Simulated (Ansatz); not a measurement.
Input and output for Si (hcp type): DFT, PBE, PAW with Ansatz's default frozen-core files, scalar-relativistic (Ansatz 0.2.0). This run: hcp relaxed under pressure.

The start is a guessed cell of a prototype that needn't be stable.

Command: `ansatz run input.yaml --threads 1 --pin off --max-ram 3584MiB --backend cpu --events-out ev --progress --plain --runs-dir out` It took 11 s on 1 thread of Arm Neoverse V2, with other jobs on the host, peak memory 0.31 GiB.

```yaml
crystal:
  lattice:
    - [2.0686335451, 0.0, 0.0]
    - [-1.0343167726, 1.7914892012, 0.0]
    - [0.0, 0.0, 3.3511863431]
  atoms:
    - { symbol: Si, position: [0.3333333333, 0.6666666667, 0.25] }
    - { symbol: Si, position: [0.6666666667, 0.3333333333, 0.75] }
kpoints:
  mp_grid: { grid: [20, 20, 11] }
scf:
  occupations: { method: fermi_dirac, width: 0.08 }
hamiltonian:
  xc: pbe
  pseudopotentials: { kind: paw }
output:
  forces: true
  stress: true
  eigenvalues: true
  write_density: true
  write_potential: true
  elf: true
  volumetric_format: npy
relax:
  f_tol: 0.005
  max_steps: 40
  cell: { p_target: 460.0, stress_tol: 0.23 }
```

Output:

```
Engine: ansatz 0.2.0
Pseudopotentials: kind: paw
Pseudopotential: Si, paw, valence charge 4, recommended cutoff 420 eV (normal), Si.paw.azcp
Functional definition: PBE
  parameter kappa = 0.804
  parameter beta = 0.06672455060314922
  exchange = pbe_x(kappa = kappa, mu = beta*pi^2/3)
  correlation = pbe_c(beta = beta)
Crystal: 2 atoms, lattice volume = 12.419 Å³
Basis set: ecut = 420 eV, 245 PW (Γ), exchange–correlation on 30×30×48 points (8 copies of the dense FFT grid, shifted against one another)
Bands: 8, of which v1, the nominal top of the filled ones, is band 4 counted from 1 (3 counted from 0)
Symmetry: 24 space group operations
Space group: P63/mmc (ITA 194), of the structure as read, at distance tolerance 2.3e-5 Å
k-points: 264 of 4400
Non-local potential: Si, projectors of the file, l = 0: 2, l = 1: 2, l = 2: 2
PAW form: soft (Blöchl's): semilocal exchange-correlation on the pseudo side does not see the compensation charge
PAW one-centre angular grid: Si, 110 points (default); XC on 64 Gauss nodes
Initial density: superposition of atomic densities (neutral atoms: chi_scale 0, normalization atom), corrected by the library's trained network
Initial wavefunctions: pseudopotential atomic-orbital guess
Functional: x = pbe(κ = 0.804, μ = 0.2195149727645171), c = pbe(β = 0.06672455060314922)
SCF iter   1: F=—  HF=-1259.351915 eV  |F-HF|=—  |Δ(HF+E_count)|=         —  Δρ=8.50e-2  dr2=4.81e-1  ethr=1.77e-3  ⟨swp⟩=7.0  Hψ=19843  notcnv=0
preconditioner: auto → none  [metal: Δε(μ)=0.030 eV  Ē_g=17.372 eV  σ=0.080 eV  W_gap=0.09  n_scr=2 (ndim 8)  ℏωp=29.8 eV  f_vac=0.000  D(μ)=0.62/eV (n_scr^D=2)  sad-step TF]
SCF iter   2: F=—  HF=-1259.253889 eV  |F-HF|=—  |Δ(HF+E_count)|=   9.80e-2  Δρ=5.15e-2  dr2=1.81e-1  ethr=1.77e-3  ⟨swp⟩=2.1  Hψ=5212  notcnv=0  defer=63
SCF iter   3: F=—  HF=-1259.194786 eV  |F-HF|=—  |Δ(HF+E_count)|=   5.91e-2  Δρ=1.04e-3  dr2=4.25e-5  ethr=1.77e-3  ⟨swp⟩=3.2  Hψ=4142  notcnv=0  defer=63
SCF iter   4: F=—  HF=-1259.194282 eV  |F-HF|=—  |Δ(HF+E_count)|=   5.04e-4  Δρ=7.60e-5  dr2=4.90e-7  ethr=5.32e-7  ⟨swp⟩=2.1  Hψ=3360  notcnv=0  defer=63
iter 5 did not close the SCF: its close was put off for the readings that it lacked (scf_convergence_deferred on its scf_iter line)
SCF iter   5: F=-1259.194365 eV  HF=-1259.194365 eV  |F-HF|=1.86e-9  |Δ(HF+E_count)|=   8.31e-5  Δρ=1.09e-5  dr2=7.98e-9  ethr=6.12e-9  ⟨swp⟩=2.5  Hψ=3151  notcnv=0  defer=63
SCF iter   6: F=-1259.194365 eV  HF=-1259.194365 eV  |F-HF|=7.44e-11  |Δ(HF+E_count)|=  4.56e-10  Δρ=1.63e-6  dr2=1.74e-10  ethr=9.98e-11  ⟨swp⟩=7.1  Hψ=14118  notcnv=0
SCF 1 converged in 6 iterations: F = -1259.194365 eV  dr2 = 1.74e-10
  greatest PAW one-centre occupation: 0.774 electrons in one spin orbital (limit 2), on the Si atom at site 1 (counted from 0), in its partial waves of l = 0
relax step   1: F+E_penalty+E_count = -1259.19436507 eV  Δ(F+E_penalty+E_count) = +0.000e0 eV  max|allowed force component| = 3.701e-17 eV/Å  Δτ_max = 0.0000 Å  P = +469.118 GPa  Ω = 12.419 Å³  (6 SCF iters, accepted)
Crystal: 2 atoms, lattice volume = 12.500 Å³
Initial density: handed on by an earlier stage of this run
Initial wavefunctions: those handed on with the density
iter 1 solved again at ethr=1.90e-5 eV; its pass at ethr=3.10e-3 eV (dr2=1.52e-3 eV) is discarded
SCF iter   1: F=—  HF=-1259.440783 eV  |F-HF|=—  |Δ(HF+E_count)|=         —  Δρ=4.30e-3  dr2=1.51e-3  ethr=1.90e-5  ⟨swp⟩=1.1  Hψ=19772  notcnv=0
preconditioner: auto → none  [metal: Δε(μ)=0.054 eV  Ē_g=17.401 eV  σ=0.080 eV  W_gap=0.17  n_scr=2 (ndim 8)  ℏωp=29.7 eV  f_vac=0.000  D(μ)=0.47/eV (n_scr^D=2)]
SCF iter   2: F=—  HF=-1259.440254 eV  |F-HF|=—  |Δ(HF+E_count)|=   5.29e-4  Δρ=1.56e-3  dr2=1.94e-4  ethr=1.88e-5  ⟨swp⟩=1.1  Hψ=2156  notcnv=0
SCF iter   3: F=—  HF=-1259.440280 eV  |F-HF|=—  |Δ(HF+E_count)|=   2.63e-5  Δρ=7.18e-5  dr2=2.76e-7  ethr=2.43e-6  ⟨swp⟩=2.0  Hψ=3109  notcnv=0
SCF iter   4: F=-1259.440280 eV  HF=-1259.440280 eV  |F-HF|=1.02e-9  |Δ(HF+E_count)|=   1.36e-7  Δρ=5.92e-6  dr2=2.29e-9  ethr=2.50e-9  ⟨swp⟩=9.6  Hψ=14962  notcnv=0
SCF 2 converged in 4 iterations: F = -1259.440280 eV  dr2 = 2.29e-9
  greatest PAW one-centre occupation: 0.772 electrons in one spin orbital (limit 2), on the Si atom at site 1 (counted from 0), in its partial waves of l = 0
relax step   2: F+E_penalty+E_count = -1259.44028023 eV  Δ(F+E_penalty+E_count) = -2.459e-1 eV  max|allowed force component| = 7.401e-17 eV/Å  Δτ_max = 0.0000 Å  P = +460.092 GPa  Ω = 12.500 Å³  energy of the carried Pulay correction = -6.842e-5 eV  (4 SCF iters, dr2 threshold 2.00e-7 eV, accepted)
Crystal: 2 atoms, lattice volume = 12.490 Å³
iter 1 solved again at ethr=8.24e-6 eV; its pass at ethr=3.10e-3 eV (dr2=6.59e-4 eV) is discarded
SCF iter   1: F=—  HF=-1259.414437 eV  |F-HF|=—  |Δ(HF+E_count)|=         —  Δρ=2.82e-3  dr2=6.53e-4  ethr=8.24e-6  ⟨swp⟩=1.2  Hψ=19740  notcnv=0
preconditioner: auto → none  [metal: Δε(μ)=0.032 eV  Ē_g=17.436 eV  σ=0.080 eV  W_gap=0.10  n_scr=2 (ndim 8)  ℏωp=29.7 eV  f_vac=0.000  D(μ)=0.41/eV (n_scr^D=2)]
SCF iter   2: F=—  HF=-1259.414211 eV  |F-HF|=—  |Δ(HF+E_count)|=   2.26e-4  Δρ=1.01e-3  dr2=8.26e-5  ethr=8.17e-6  ⟨swp⟩=1.1  Hψ=2136  notcnv=0
SCF iter   3: F=—  HF=-1259.414293 eV  |F-HF|=—  |Δ(HF+E_count)|=   8.18e-5  Δρ=4.32e-5  dr2=8.29e-8  ethr=2.50e-9  ⟨swp⟩=8.5  Hψ=16311  notcnv=0
SCF iter   4: F=-1259.414293 eV  HF=-1259.414293 eV  |F-HF|=4.80e-10  |Δ(HF+E_count)|=   1.03e-8  Δρ=4.22e-6  dr2=1.29e-9  ethr=1.04e-9  ⟨swp⟩=5.5  Hψ=10100  notcnv=0
SCF 3 converged in 4 iterations: F = -1259.414293 eV  dr2 = 1.29e-9
  greatest PAW one-centre occupation: 0.773 electrons in one spin orbital (limit 2), on the Si atom at site 1 (counted from 0), in its partial waves of l = 0
relax step   3: F+E_penalty+E_count = -1259.41429274 eV  Δ(F+E_penalty+E_count) = +2.599e-2 eV  max|allowed force component| = 7.401e-17 eV/Å  Δτ_max = 0.0000 Å  P = +461.881 GPa  Ω = 12.490 Å³  energy of the carried Pulay correction = -5.195e-5 eV  (4 SCF iters, dr2 threshold 2.00e-7 eV, accepted)
Crystal: 2 atoms, lattice volume = 12.508 Å³
iter 1 solved again at ethr=3.47e-7 eV; its pass at ethr=3.10e-3 eV (dr2=2.77e-5 eV) is discarded
SCF iter   1: F=—  HF=-1259.464360 eV  |F-HF|=—  |Δ(HF+E_count)|=         —  Δρ=5.84e-4  dr2=2.75e-5  ethr=3.47e-7  ⟨swp⟩=1.2  Hψ=19013  notcnv=0
preconditioner: auto → none  [metal: Δε(μ)=0.028 eV  Ē_g=17.416 eV  σ=0.080 eV  W_gap=0.09  n_scr=2 (ndim 8)  ℏωp=29.7 eV  f_vac=0.000  D(μ)=0.42/eV (n_scr^D=2)]
[... lines left out ...]
SCF iter   2: F=—  HF=-1259.456254 eV  |F-HF|=—  |Δ(HF+E_count)|=   1.13e-4  Δρ=1.32e-5  dr2=1.25e-8  ethr=6.55e-10  ⟨swp⟩=8.1  Hψ=13429  notcnv=0
SCF iter   3: F=-1259.456254 eV  HF=-1259.456254 eV  |F-HF|=5.78e-11  |Δ(HF+E_count)|=   1.08e-8  Δρ=2.16e-6  dr2=2.53e-10  ethr=1.57e-10  ⟨swp⟩=4.4  Hψ=9823  notcnv=0
SCF 5 converged in 3 iterations: F = -1259.456254 eV  dr2 = 2.53e-10
relax step   5: F+E_penalty+E_count = -1259.45625377 eV  Δ(F+E_penalty+E_count) = +8.206e-3 eV  max|allowed force component| = 1.665e-16 eV/Å  Δτ_max = 0.0000 Å  P = +459.998 GPa  Ω = 12.505 Å³  energy of the carried Pulay correction = -6.743e-5 eV  (3 SCF iters, dr2 threshold 2.00e-7 eV, accepted)
Initial wavefunctions: pseudopotential atomic-orbital guess (no wavefunctions were taken with the density)
iter 1 solved again at ethr=3.09e-9 eV; its pass at ethr=3.10e-3 eV (dr2=2.47e-7 eV) is discarded
SCF iter   1: F=—  HF=-1259.456246 eV  |F-HF|=—  |Δ(HF+E_count)|=         —  Δρ=3.37e-5  dr2=1.29e-8  ethr=3.09e-9  ⟨swp⟩=4.0  Hψ=26809  notcnv=0
SCF iter   2: F=—  HF=-1259.456358 eV  |F-HF|=—  |Δ(HF+E_count)|=   1.12e-4  Δρ=1.58e-5  dr2=2.47e-9  ethr=1.62e-10  ⟨swp⟩=2.0  Hψ=3309  notcnv=0
SCF iter   3: F=-1259.456358 eV  HF=-1259.456358 eV  |F-HF|=3.35e-10  |Δ(HF+E_count)|=   8.98e-9  Δρ=3.13e-6  dr2=1.28e-10  ethr=5.29e-12  ⟨swp⟩=6.1  Hψ=11884  notcnv=0
SCF 6 converged in 3 iterations: F = -1259.456358 eV  dr2 = 1.28e-10
relax step   6: F+E_penalty+E_count = -1259.45635825 eV  Δ(F+E_penalty+E_count) = -1.045e-4 eV  max|allowed force component| = 1.388e-16 eV/Å  Δτ_max = 0.0000 Å  P = +460.016 GPa  Ω = 12.505 Å³  stress off target by 5.75e-2 GPa  SCF on the basis re-selected at this cell (its energy is not comparable with the rows above)  (3 SCF iters)
basis re-selected at this cell: Δ(F+E_penalty+E_count) = -1.045e-4 eV, ΔP = +0.018 GPa vs the last step (what re-selecting the basis moved, of the pressure what is left beyond the Pulay correction that the steps carried, after the strain that the cell walked since its last selection, with what the two solves' SCF thresholds leave and, on support functions, any second-order correction that the steps lacked; it is no measure of the basis error at this ecutwfc). This SCF's stress stands 5.75e-2 GPa from its target on what of the cell is left free (relax.cell.stress_tol is 2.30e-1 GPa) and its largest allowed force component is 1.39e-16 eV/Å (relax.f_tol is 5.00e-3 eV/Å): within both
SCF converged after 3 iterations
Free energy (F): -1259.456358 eV
Harris-Foulkes:  -1259.456358 eV  (|F-HF|=3.35e-10)
Internal energy: -1259.447009 eV  (E = F + TS)
E sigma→0 (E₀):  -1259.451684 eV
Entropy (-TS):   -0.009349 eV (-4.675 meV/atom)
Fermi energy:    26.399952 eV
--- Per-component energies (eV) ---
  E_band       = 134.835699
  E_kinetic    = 140.699537
  E_local      = 55.712334  (includes V_loc(G=0)·N_el)
  E_nonlocal   = 64.982555
  E_hartree    = 1.283530
  E_xc         = -132.331966
  E_vxc        = -121.881104  (∫ρ·V_xc dr)
  E_paw        = -1028.597618  (= ΣΔE_a)
  E_vpaw       = -7.244693  (= ΣTr[D̂ρ^β])
  E_aug_tail   = 0.000010  (compensation charges beyond the density's cutoff)
  E_ewald      = -361.195390
  E_smearing   = -0.009349  (= −TS)
  E_closure    = 0.000000  (closes the sum)
  Σ components = -1259.456358   (vs F -1259.456358, Δ=0.00e0)
--- Forces (eV/Å), atoms counted from 1 ---
  atom   1  Si    -0.00000000    -0.00000000     0.00000000
  atom   2  Si     0.00000000     0.00000000    -0.00000000
  max |Σ_I F_I| component: 1.85e-17 eV/Å
--- Stress (GPa, compression-positive) ---
      459.995113       0.000000       0.000000
       -0.000000     459.995113      -0.000000
        0.000000      -0.000000     460.057491
  P = ⅓ Tr σ = 460.0159 GPa (4600.159 kbar)
--- Band table (eV; the first three rows and the last of 264) ---
  k-point 0: bands = ["2.4462", "13.1287", "15.4722", "40.7817", "40.7817", "41.5400", "42.6449", "42.6449"]
  k-point 1: bands = ["2.5486", "12.0169", "16.7438", "40.5816", "40.8266", "40.8266", "42.6245", "42.6245"]
  k-point 2: bands = ["2.8553", "10.3552", "18.8856", "38.2431", "40.9579", "40.9579", "42.5592", "42.5592"]
  k-point 263: bands = ["17.1029", "17.2380", "18.3597", "18.9397", "23.1128", "23.4105", "39.2133", "42.0648"]
--- Relaxed structure (5 steps of the walk, 5 accepted, 1 SCFs on fresh bases) ---
  F+E_penalty+E_count = -1259.45635825 eV   max|allowed force component| = 1.388e-16 eV/Å   (the final SCF, on the basis selected at the relaxed cell)
  cell:  # Å, volume = 12.5047 Å³
    - [2.060638331146179, 2.87558878355696e-11, 0.0]
    - [-1.0303191655979929, 1.7845651427701832, 0.0]
    - [0.0, 0.0, 3.4004600212887075]
  atoms:
    - { symbol: Si, position: [0.3333333333333334, 0.6666666666666667, 0.25000000000000006] }
    - { symbol: Si, position: [0.6666666666666667, 0.3333333333333333, 0.75] }
```

Next run (simple hexagonal relaxed under pressure), as changes to the input before:

```diff
   lattice:
-    - [2.0686335451, 0.0, 0.0]
-    - [-1.0343167726, 1.7914892012, 0.0]
-    - [0.0, 0.0, 3.3511863431]
+    - [1.973243599, 0.0, 0.0]
+    - [-0.9866217995, 1.7088790846, 0.0]
+    - [0.0, 0.0, 1.854848983]
   atoms:
-    - { symbol: Si, position: [0.3333333333, 0.6666666667, 0.25] }
-    - { symbol: Si, position: [0.6666666667, 0.3333333333, 0.75] }
+    - { symbol: Si, position: [0.0, 0.0, 0.0] }
 kpoints:
-  mp_grid: { grid: [20, 20, 11] }
+  mp_grid: { grid: [21, 21, 20] }
 scf:
   eigenvalues: true
-  write_density: true
-  write_potential: true
-  elf: true
-  volumetric_format: npy
 relax:
```

Results part of the output:

```
basis re-selected at this cell: Δ(F+E_penalty+E_count) = -5.731e-4 eV, ΔP = +0.138 GPa vs the last step (what re-selecting the basis moved, of the pressure what is left beyond the Pulay correction that the steps carried, after the strain that the cell walked since its last selection, with what the two solves' SCF thresholds leave and, on support functions, any second-order correction that the steps lacked; it is no measure of the basis error at this ecutwfc). This SCF's stress stands 2.07e-1 GPa from its target on what of the cell is left free (relax.cell.stress_tol is 2.30e-1 GPa) and its largest allowed force component is 0.00e0 eV/Å (relax.f_tol is 5.00e-3 eV/Å): within both
SCF converged after 4 iterations
Free energy (F): -629.355493 eV
Harris-Foulkes:  -629.355493 eV  (|F-HF|=9.09e-13)
Internal energy: -629.347762 eV  (E = F + TS)
E sigma→0 (E₀):  -629.351628 eV
Entropy (-TS):   -0.007731 eV (-7.731 meV/atom)
Fermi energy:    24.439797 eV
--- Per-component energies (eV) ---
  E_band       = 62.097724
  E_kinetic    = 67.240755
  E_local      = 22.828498  (includes V_loc(G=0)·N_el)
  E_nonlocal   = 34.652030
  E_hartree    = 0.539220
  E_xc         = -65.551839
  E_vxc        = -60.054120  (∫ρ·V_xc dr)
  E_paw        = -514.417523  (= ΣΔE_a)
  E_vpaw       = -3.647886  (= ΣTr[D̂ρ^β])
  E_aug_tail   = 0.000006  (compensation charges beyond the density's cutoff)
  E_ewald      = -174.638909
  E_smearing   = -0.007731  (= −TS)
  E_closure    = 0.000000  (closes the sum)
  Σ components = -629.355493   (vs F -629.355493, Δ=0.00e0)
--- Forces (eV/Å), atoms counted from 1 ---
  atom   1  Si    -0.00000000    -0.00000000     0.00000000
  max |Σ_I F_I| component: 2.05e-33 eV/Å
--- Stress (GPa, compression-positive) ---
      460.112169      -0.000000       0.000000
       -0.000000     460.112169       0.000000
        0.000000       0.000000     460.207471
  P = ⅓ Tr σ = 460.1439 GPa (4601.439 kbar)
--- Band table (eV; the first three rows and the last of 528) ---
  k-point 0: bands = ["1.7029", "31.9758", "38.2200", "41.3746", "41.3746", "48.3572"]
  k-point 1: bands = ["1.7982", "30.9159", "39.2912", "41.4528", "41.4528", "48.3737"]
  k-point 2: bands = ["2.0838", "28.7462", "41.4870", "41.6853", "41.6853", "48.4226"]
  k-point 527: bands = ["22.8359", "22.8359", "24.6942", "25.3459", "25.3459", "37.5346"]
--- Relaxed structure (5 steps of the walk, 5 accepted, 1 SCFs on fresh bases) ---
  F+E_penalty+E_count = -629.35549342 eV   max|allowed force component| = 0.000e0 eV/Å   (the final SCF, on the basis selected at the relaxed cell)
  cell:  # Å, volume = 6.7045 Å³
    - [1.9963126775916815, -1.282428457032611e-35, 0.0]
    - [-0.9981563387958408, 1.72885749269133, 0.0]
    - [0.0, 0.0, 1.9425909555232999]
  atoms:
    - { symbol: Si, position: [0.0, 0.0, 0.0] }
```

Next run (graphite relaxed under pressure), as changes to the input before:

```diff
   lattice:
-    - [1.973243599, 0.0, 0.0]
-    - [-0.9866217995, 1.7088790846, 0.0]
-    - [0.0, 0.0, 1.854848983]
+    - [2.253355415, 0.0, 0.0]
+    - [-1.1266777075, 1.9514630332, 0.0]
+    - [0.0, 0.0, 6.0840596206]
   atoms:
-    - { symbol: Si, position: [0.0, 0.0, 0.0] }
+    - { symbol: Si, position: [0.0, 0.0, 0.25] }
+    - { symbol: Si, position: [0.0, 0.0, 0.75] }
+    - { symbol: Si, position: [0.3333333333, 0.6666666667, 0.25] }
+    - { symbol: Si, position: [0.6666666667, 0.3333333333, 0.75] }
 kpoints:
-  mp_grid: { grid: [21, 21, 20] }
+  mp_grid: { grid: [14, 14, 5] }
 scf:
   eigenvalues: true
+  write_density: true
+  write_potential: true
+  elf: true
+  volumetric_format: npy
 relax:
```

Command: `ansatz run input.yaml --threads 1 --pin off --max-ram 3584MiB --backend cpu --events-out ev --progress --plain --runs-dir out` It took 35 s on 1 thread of Arm Neoverse V2 (shared host), peak memory 0.31 GiB.

Results part of the output:

```
basis re-selected at this cell: Δ(F+E_penalty+E_count) = -6.838e-5 eV, ΔP = +0.001 GPa vs the last step (what re-selecting the basis moved, of the pressure what is left beyond the Pulay correction that the steps carried, after the strain that the cell walked since its last selection, with what the two solves' SCF thresholds leave and, on support functions, any second-order correction that the steps lacked; it is no measure of the basis error at this ecutwfc). This SCF's stress stands 2.12e-3 GPa from its target on what of the cell is left free (relax.cell.stress_tol is 2.30e-1 GPa) and its largest allowed force component is 2.31e-16 eV/Å (relax.f_tol is 5.00e-3 eV/Å): within both
SCF converged after 4 iterations
Free energy (F): -2510.628673 eV
Harris-Foulkes:  -2510.628673 eV  (|F-HF|=2.27e-12)
Internal energy: -2510.605772 eV  (E = F + TS)
E sigma→0 (E₀):  -2510.617222 eV
Entropy (-TS):   -0.022901 eV (-5.725 meV/atom)
Fermi energy:    22.624754 eV
--- Per-component energies (eV) ---
  E_band       = 223.194199
  E_kinetic    = 265.171091
  E_local      = 50.796712  (includes V_loc(G=0)·N_el)
  E_nonlocal   = 144.609591
  E_hartree    = 7.862334
  E_xc         = -261.258064
  E_vxc        = -238.489266  (∫ρ·V_xc dr)
  E_paw        = -2057.764678  (= ΣΔE_a)
  E_vpaw       = -14.618627  (= ΣTr[D̂ρ^β])
  E_aug_tail   = 0.000029  (compensation charges beyond the density's cutoff)
  E_ewald      = -660.022786
  E_smearing   = -0.022901  (= −TS)
  E_closure    = 0.000000  (closes the sum)
  Σ components = -2510.628673   (vs F -2510.628673, Δ=0.00e0)
--- Forces (eV/Å), atoms counted from 1 ---
  atom   1  Si    -0.00000000     0.00000000    -0.00000000
  atom   2  Si     0.00000000    -0.00000000     0.00000000
  atom   3  Si     0.00000000    -0.00000000     0.00000000
  atom   4  Si     0.00000000     0.00000000    -0.00000000
  max |Σ_I F_I| component: 2.91e-16 eV/Å
--- Stress (GPa, compression-positive) ---
      459.998662       0.000000      -0.000000
        0.000000     459.998662      -0.000000
       -0.000000      -0.000000     459.997885
  P = ⅓ Tr σ = 459.9984 GPa (4599.984 kbar)
--- Band table (eV; the first three rows and the last of 72) ---
  k-point 0: bands = ["0.8173", "11.3560", "14.5564", "16.1840", "16.1840", "18.3265", "18.3265", "22.2037", "25.4384", "25.9874", "25.9874", "27.9208", "27.9208", "28.8646", "29.8081", "29.8081"]
  k-point 1: bands = ["1.3195", "8.4874", "16.5872", "16.5872", "18.0776", "18.7397", "18.7397", "22.5716", "23.0657", "23.0657", "25.8648", "25.9625", "25.9625", "28.3434", "31.7868", "31.7868"]
  k-point 2: bands = ["2.8109", "5.2415", "17.7771", "17.7771", "19.3359", "19.3359", "20.9572", "20.9572", "22.6297", "22.7610", "22.7610", "23.4264", "26.7686", "28.2537", "29.2359", "31.6599"]
  k-point 71: bands = ["7.6870", "9.1564", "9.9518", "10.1342", "11.4877", "12.4388", "24.3882", "25.2866", "26.2332", "27.2657", "29.1283", "29.9384", "30.1158", "30.7140", "32.4036", "33.3941"]
--- Relaxed structure (16 steps of the walk, 16 accepted, 2 SCFs on fresh bases) ---
  F+E_penalty+E_count = -2510.62867263 eV   max|allowed force component| = 2.313e-16 eV/Å   (the final SCF, on the basis selected at the relaxed cell)
  cell:  # Å, volume = 28.8374 Å³
    - [3.141255663530839, -1.4510276460493635e-34, 0.0]
    - [-1.5706278317654194, 2.7204072043994496, 0.0]
    - [0.0, 0.0, 3.3745693751830292]
  atoms:
    - { symbol: Si, position: [4.4263930089043736e-33, 9.76134382487595e-33, 0.25000000000000006] }
    - { symbol: Si, position: [-3.549990894492601e-33, -8.864124164980952e-33, 0.75] }
    - { symbol: Si, position: [0.3333333333333333, 0.6666666666666667, 0.25000000000000006] }
    - { symbol: Si, position: [0.6666666666666667, 0.3333333333333333, 0.75] }
```
